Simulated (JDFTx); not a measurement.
**Li2S under changes of volume**

One of the cells (15.344 Å³/atom); the others are scaled copies at fixed shape and fractional positions:

```
S Li
1.0
     0.00000    2.84450    2.84450
     2.84450    0.00000    2.84450
     2.84450    2.84450    0.00000
S Li
1 2
Direct
  0.00000 0.00000 0.00000
  0.75000 0.75000 0.75000
  0.25000 0.25000 0.25000
```

* Program: JDFTx 1.7.0 (patched build)
* Functional: PBEsol
* Potentials or basis: PseudoDojo-SR-PBEsol-0.4.1-standard with smoothed tails
* Cutoff: 1007 eV
* Density cutoff: 8055 eV
* k mesh: 8 × 8 × 8
* Occupations: fermi-dirac, width 0.05 eV
* Spin: no spin polarisation

```tsv
volume (Å³/atom)	energy over the lowest point (meV/atom)	pressure (GPa)	gap on the mesh (eV)
14.423	?	?	?
14.730	1.04	1.0	3.19
15.037	0.00	0.1	3.21
15.344	0.62	-0.8	3.22
15.650	2.75	-1.5	3.23
15.957	6.25	-2.2	3.25
16.264	10.98	-2.8	3.26
```

What does the run at 14.423 Å³/atom give?

Energy over the lowest point 3.92 meV/atom; pressure 2.0 GPa; gap on the mesh 3.17 eV.

Worked out: A Birch-Murnaghan fit of order 3 (a polynomial in V^(-2/3)) to the other rows has its minimum at 15.07 Å³/atom with B0 = V·E''(V) = 42 GPa and B' = 4.0. It gives 3.93 meV/atom at 14.423 Å³/atom, against the run's 3.92, and -dE/dV = 2.0 GPa, against 2.0. A straight line through the other rows of the gap, of slope 0.692 eV per unit of ln V, extrapolates to 3.18 eV, against the run's 3.17.

Energies are extrapolated to zero smearing.

A mesh can miss the band edges.
